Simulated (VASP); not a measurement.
# HfB (Fm-3m) in VASP: notebook, part 2 of 2

VASP 6.6.1. The steps go on from the part before.

## Step 3: Relaxation of cell and atoms, PBE

INCAR reads:

```
SYSTEM = HfB
PREC     = Accurate       ! precision mode
ENCUT    = 600            ! plane-wave cutoff, eV
EDIFF    = 1E-6           ! SCF threshold, eV
ISMEAR   = 0              ! smearing method
SIGMA    = 0.1            ! smearing width, eV
LREAL    = .False.        ! projectors in reciprocal space
LASPH    = .True.         ! aspherical terms in the spheres
NELM     = 80             ! most SCF steps
ALGO     = Normal         ! electronic algorithm
ISIF     = 3              ! what is computed and relaxed
LWAVE    = .False.        ! write WAVECAR
LCHARG   = .False.        ! write CHGCAR
GGA      = PE             ! functional
IBRION   = 2              ! ionic algorithm
NSW      = 100            ! ionic steps
EDIFFG   = -0.005         ! ionic threshold
```

KPOINTS reads:

```
regular mesh
0
Gamma
  16 16 16
  0 0 0
```

POSCAR reads:

```
HfB
1.0
    0.0000000000      2.4181342378      2.4181342378
    2.4181342378      0.0000000000      2.4181342378
    2.4181342378      2.4181342378      0.0000000000
Hf B
1 1
Direct
    0.5000000000      0.5000000000      0.5000000000
    0.0000000000      0.0000000000      0.0000000000
```

Potentials or basis: VASP PAW PBE potentials, release 64 (Hf_pv, B).

On the command line:

```console
> cat potpaw_PBE.64/Hf_pv/POTCAR potpaw_PBE.64/B/POTCAR > POTCAR
> mpirun -np 1 vasp_std > vasp.out
```

OUTCAR:

```text
SYSTEM = HfB
   PREC = Accurate
   ENCUT = 600
   EDIFF = 1E-6
   ISMEAR = 0
   LREAL = .False.
   LASPH = .True.
   NELM = 80
   ISIF = 3
   GGA = PE
   IBRION = 2
   NSW = 100
   EDIFFG = -0.005

 ion  position               nearest neighbor table
   1  0.500  0.500  0.500-   2 2.42   2 2.42   2 2.42   2 2.42   2 2.42   2 2.42
   2  0.000  0.000  0.000-   1 2.42   1 2.42   1 2.42   1 2.42   1 2.42   1 2.42

  LATTYP: Found a face centered cubic cell.
 ALAT       =     4.8362684756

  Lattice vectors:

 A1 = (   0.0000000000,   2.4181342378,   2.4181342378)
 A2 = (   2.4181342378,   0.0000000000,   2.4181342378)
 A3 = (   2.4181342378,   2.4181342378,   0.0000000000)

Analysis of symmetry for initial positions (statically):
=====================================================================
 Subroutine PRICEL returns:
 Original cell was already a primitive cell.

 Routine SETGRP: Setting up the symmetry group for a
 face centered cubic supercell.

 Subroutine GETGRP returns: Found 48 space group operations
 (whereof 48 operations were pure point group operations)
 out of a pool of 48 trial point group operations.

The static configuration has the point symmetry O_h .

Analysis of symmetry for dynamics (positions and initial velocities):
=====================================================================
 Subroutine PRICEL returns:
 Original cell was already a primitive cell.

 Routine SETGRP: Setting up the symmetry group for a
 face centered cubic supercell.

 Subroutine GETGRP returns: Found 48 space group operations
 (whereof 48 operations were pure point group operations)
 out of a pool of 48 trial point group operations.

The dynamic configuration has the point symmetry O_h .

 Subroutine INISYM returns: Found 48 space group operations
 (whereof 48 operations are pure point group operations),
 and found     1 'primitive' translations

[... 129 lines left out ...]
  volume of cell :       28.28
 maximum number of plane-waves:       960
   NGX = 13   NGY = 13   NGZ = 13

--------------------------------------- Ionic step        1  -------------------------------------------

 number of electron      13.0000001 magnetization

 Free energy of the ion-electron system (eV)
  ---------------------------------------------------
  ext. energy  EPLUGINS =         0.00000000
  ---------------------------------------------------
  free energy    TOTEN  =       -17.46656845 eV

  energy without entropy =      -17.46209839  energy(sigma->0) =      -17.46433342

------------------------ aborting loop because EDIFF is reached ----------------------------------------

  FORCE on cell =-STRESS in cart. coord.  units (eV):
  Direction    XX          YY          ZZ          XY          YZ          ZX
  --------------------------------------------------------------------------------------
  -------------------------------------------------------------------------------------
  Total       -0.0359441     -0.0359441     -0.0359441     -0.0000000      0.0000000      0.0000000
  in kB       -2.0364206     -2.0364206     -2.0364206     -0.0000000      0.0000000      0.0000000
  external PRESSURE =      -2.0364206 kB  Pullay stress =       0.0000000 kB
[... 59 lines left out ...]
--------------------------------------- Ionic step        3  -------------------------------------------

 number of electron      13.0000001 magnetization

 Free energy of the ion-electron system (eV)
  ---------------------------------------------------
  ext. energy  EPLUGINS =         0.00000000
  ---------------------------------------------------
  free energy    TOTEN  =       -17.46658256 eV

  energy without entropy =      -17.46211593  energy(sigma->0) =      -17.46434925

 E-fermi :   4.2869     XC(G=0): -11.6660

 val. band max:        4.2807235162   @ k =  -0.3750   0.3750   0.0625
 cond. band min:       4.2982074928   @ k =   0.3125   0.2500   0.0625
 fundamental gap:      0.0174839766
 Fermi energy:         4.2869320811

 k-point     1 :       0.0000    0.0000    0.0000
  band No.  band energies     occupation
      1     -24.7370      2.00000
      2     -24.7370      2.00000
      3     -24.7370      2.00000
      4      -4.8362      2.00000
      5       6.3328      0.00000
      6       6.3328      0.00000
      7       6.3328      0.00000
      8       7.8537      0.00000
      9       7.8537      0.00000
     10       7.8537      0.00000
[... 287 lines left out ...]
 k-point    24 :      -0.0625    0.0625    0.0000
  band No.  band energies     occupation
      1     -24.7785      2.00000
      2     -24.7492      2.00000
      3     -24.7387      2.00000
      4      -4.5835      2.00000
      5       5.6478      0.00000
      6       5.6880      0.00000
      7       6.0805      0.00000
      8       6.4778      0.00000
      9       7.4280      0.00000
     10       8.4063      0.00000

 [... further k-points ...]
[... 5 lines left out ...]
  --------------------------------------------------------------------------------------
  -------------------------------------------------------------------------------------
  Total        0.0003436      0.0003436      0.0003436      0.0000000     -0.0000000     -0.0000000
  in kB        0.0194839      0.0194839      0.0194839      0.0000000     -0.0000000     -0.0000000
  external PRESSURE =       0.0194839 kB  Pullay stress =       0.0000000 kB
[... 17 lines left out ...]
  FREE ENERGIE OF THE ION-ELECTRON SYSTEM (eV)
  ---------------------------------------------------
  free  energy   TOTEN  =       -17.4665825594 eV

  energy  without entropy=      -17.4621159334  energy(sigma->0) =      -17.46434925

 reached required accuracy - stopping structural energy minimisation
```

Run time: 2.2 min. Hardware: 1 thread of AMD EPYC, shared host; peak memory 0.17 GiB.

Results:

```yaml
Free_energy: -17.4666 eV
Relaxed_volume: 14.13 Å³/atom
Relaxed_cell: a = 3.419 Å, b = 3.419 Å, c = 3.419 Å, α = 60.00°, β = 60.00°, γ = 60.00°
Space_group_after_relaxing_to_0.05_Å: Fm-3m (No. 225)
Energy_gained_by_relaxing: 0.0 meV/atom
Ionic_steps: 3
Pressure_after_relaxing: 0.0 GPa
Band_gap_on_the_k_mesh: none (metal or under the smearing width)
```

Final structure:
```yaml
crystal:
  lattice:
    - [0.00000, 2.41737, 2.41737]
    - [2.41737, 0.00000, 2.41737]
    - [2.41737, 2.41737, 0.00000]
  atoms:
    - { symbol: Hf, position: [0.50000, 0.50000, 0.50000] }
    - { symbol: B, position: [0.00000, 0.00000, 0.00000] }
```

Levels at points of the mesh, in eV from the Fermi level:
```csv
k point,band 4,band 5,band 6,band 7,band 8,band 9,band 10
"(0.00, 0.00, 0.00)",-9.12,2.05,2.05,2.05,3.57,3.57,3.57
"(0.50, 0.00, 0.00)",-4.61,-4.49,-1.15,-1.15,5.65,5.65,6.47
"(0.50, 0.50, 0.00)",-6.37,-1.25,-0.78,1.94,1.94,5.38,6.77
```

## Step 4: Single point, PBE

INCAR reads:

```
SYSTEM = HfB
  ALGO = Fast
  EDIFF = 1E-7
  ENCUT = 520
  GGA = PE
  ISIF = 2
  ISMEAR = 0
  LASPH = .True.
  LCHARG = .False.
  LREAL = .False.
  LWAVE = .False.
  NBANDS = 14
  NELM = 100
  PREC = Accurate
  SIGMA = 0.15
```

KPOINTS reads:

```
k-points
0
Gamma
  16 16 16
  0 0 0
```

POSCAR reads:

```
HfB
1.0
    0.0000000000      2.4168788130      2.4168788130
    2.4168788130      0.0000000000      2.4168788130
    2.4168788130      2.4168788130      0.0000000000
Hf B
1 1
Direct
    0.5000000000      0.5000000000      0.5000000000
    0.0000000000      0.0000000000      0.0000000000
```

On the command line:

```console
> cat potpaw_PBE.64/Hf_pv/POTCAR potpaw_PBE.64/B/POTCAR > POTCAR
> mpirun -np 1 vasp_std > vasp.out
```

Run time: 2.3 min. Hardware: 1 thread of AMD EPYC, shared host; peak memory 0.16 GiB.

The run converged. Its results:

* Free energy: -17.4685 eV
* Pressure: 0.1 GPa
* Band gap on the k mesh: none (metal or under the smearing width)

Levels at points of the mesh, in eV from the Fermi level:
```csv
k point,band 5,band 6,band 7,band 8,band 9,band 10
"(0.00, 0.00, 0.00)",2.04,2.04,2.04,3.56,3.56,3.56
"(0.50, 0.00, 0.00)",-4.49,-1.15,-1.15,5.65,5.65,6.47
"(0.50, 0.50, 0.00)",-1.26,-0.79,1.93,1.93,5.38,6.77
```

## Step 5: Single point, PBE

INCAR reads:

```
PREC = Accurate ; ENCUT = 520
EDIFF = 1E-6 ; ISMEAR = 0
SIGMA = 0.1 ; LREAL = F
LASPH = T ; NELM = 100
ALGO = Normal ; ISIF = 2
LWAVE = F ; LCHARG = F
GGA = PE ; NBANDS = 14
```

KPOINTS reads:

```
Automatic mesh
0
Gamma
  8 8 8
```

POSCAR reads:

```
HfB
1.0
    0.0000000000      2.4181342378      2.4181342378
    2.4181342378      0.0000000000      2.4181342378
    2.4181342378      2.4181342378      0.0000000000
Hf B
1 1
Direct
    0.5000000000      0.5000000000      0.5000000000
    0.0000000000      0.0000000000      0.0000000000
```

On the command line:

```console
> cat potpaw_PBE.64/Hf_pv/POTCAR potpaw_PBE.64/B/POTCAR > POTCAR
> mpirun -np 1 vasp_std > vasp.out
```

It took 25 s on 1 thread of AMD EPYC, shared host; peak memory 0.12 GiB.

It converged, with:

```yaml
Free_energy: -17.4553 eV
Pressure: -0.1 GPa
Band_gap_on_the_k_mesh: none (metal or under the smearing width)
```

Levels at points of the mesh, in eV from the Fermi level:
| k point | band 3 | band 4 | band 5 | band 6 | band 7 | band 8 | band 9 | band 10 | band 11 | band 12 |
| --- | --- | --- | --- | --- | --- | --- | --- | --- | --- | --- |
| (0.00, 0.00, 0.00) | -29.09 | -9.18 | 1.98 | 1.98 | 1.98 | 3.51 | 3.51 | 3.51 | 3.64 | 3.64 |
| (0.50, 0.00, 0.00) | -29.14 | -4.67 | -4.54 | -1.20 | -1.20 | 5.58 | 5.58 | 6.40 | 7.64 | 12.56 |
| (0.50, 0.50, 0.00) | -29.25 | -6.43 | -1.31 | -0.84 | 1.88 | 1.88 | 5.32 | 6.70 | 6.70 | 7.63 |

## Step 6: Summary

| task | cell | k mesh | cutoff (eV) | smearing | gap on the mesh (eV) | pressure (GPa) |
| --- | --- | --- | --- | --- | --- | --- |
| single point | Fm-3m, 14.12 Å³/atom | 16 × 16 × 16 | 520 | gaussian 0.1 eV | none | 0.1 |
| relaxation of cell and atoms | relaxed | 16 × 16 × 16 | 600 | gaussian 0.1 eV | none | 0.0 |
| single point | Fm-3m, 14.12 Å³/atom | 16 × 16 × 16 | 520 | gaussian 0.15 eV | none | 0.1 |
| single point | Fm-3m, 14.14 Å³/atom | 8 × 8 × 8 | 520 | gaussian 0.1 eV | none | -0.1 |

Alike in all rows: level PBE; potentials or basis VASP PAW PBE potentials, release 64 (Hf_pv, B); no spin polarisation.

Every run on the cell as given and a fine mesh finds a metal.

Absolute energies hang on the potentials; compare differences alone.
